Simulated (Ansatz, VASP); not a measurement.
**One calculation of BaH2, two programs**

```
Ba H
1.0
     4.40172    0.00000    0.00000
    -2.20086    3.81200    0.00000
     0.00000    0.00000    5.97345
Ba H
2 4
Direct
  0.33333 0.66667 0.25000
  0.66667 0.33333 0.75000
  0.00000 0.00000 0.00000
  0.00000 0.00000 0.50000
  0.66667 0.33333 0.25000
  0.33333 0.66667 0.75000
```

Change from the starting cell: volume scaled by 0.96.

Alike in both runs: task single point; functional PBEsol; k mesh 7 × 7 × 5; occupations fermi-dirac, width 0.05 eV; no spin polarisation.

```csv
,VASP,Ansatz
version,VASP 6.6.1,Ansatz 0.2.0
potentials or method,"VASP PAW PBE potentials, release 64 (Ba_sv, H)",Ansatz PAW
plane-wave cutoff (eV),520,420
valence electrons in the cell,24,24
```

VASP gave:

```
gap on the k mesh at the Fermi level (eV)       : 1.67
least direct gap on the mesh (eV)               : 2.50
pressure (GPa)                                  : -0.4
largest component of the traceless stress (GPa) : 0.53
```

Question: Which values does Ansatz return?

Answer: gap on the k mesh at the Fermi level (eV): 1.81; least direct gap on the mesh (eV): 2.66; pressure (GPa): -1.1; largest component of the traceless stress (GPa): 0.45.

Caveats: spin-orbit coupling is left out, which moves the levels of the heavy elements; the PAW data sets were made with another functional, which shifts forces and pressure a little (VASP); an odd mesh through Γ misses points on the zone boundary, where band edges often lie (VASP); odd divisions of the mesh miss points on the zone boundary, where band edges often lie, so the gap on the mesh can be too wide (Ansatz); the PAW data sets come from PBE, with cores solved anew for the run's functional, which leaves a small shift of forces and pressure (Ansatz).
